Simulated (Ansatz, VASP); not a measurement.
TiH3 in VASP and in Ansatz

```xyz
8
Lattice="3.1677 0.0000 0.0000 -1.5838 2.7433 0.0000 0.0000 0.0000 5.5977" Properties=species:S:1:pos:R:3 pbc="T T T"
Ti    0.0000    1.8289    1.3994
Ti    1.5838    0.9144    4.1983
H     0.0000    1.8289    3.3237
H     0.0000    1.8289    5.0729
H     1.5838    0.9144    2.2740
H     1.5838    0.9144    0.5248
H     0.0000    0.0000    1.3994
H     0.0000    0.0000    4.1983
```

Alike in both runs: functional PBE; k mesh 15 × 15 × 8; occupations fermi-dirac, width 0.15 eV; no spin polarisation.

Ansatz relaxed the structure, and its values are those at the end. VASP's run is a single point on that final structure, the one shown.

|  | VASP | Ansatz |
| --- | --- | --- |
| version | VASP 6.6.1 | Ansatz 0.2.0 |
| potentials or method | VASP PAW PBE potentials, release 64 (Ti_sv, H) | scalar-relativistic, plane waves, PAW |
| plane-wave cutoff (eV) | 520 | 420 |
| valence electrons in the cell | 30 | 30 |

Ansatz gave:

```
gap on the k mesh at the Fermi level (eV) : none
pressure (GPa)                            : 0.0
```

**Question.** Which values does VASP return?

**Answer.** gap on the k mesh at the Fermi level (eV): none; pressure (GPa): -0.1.

A gap of «none» marks a metal or a gap that the smearing closes.
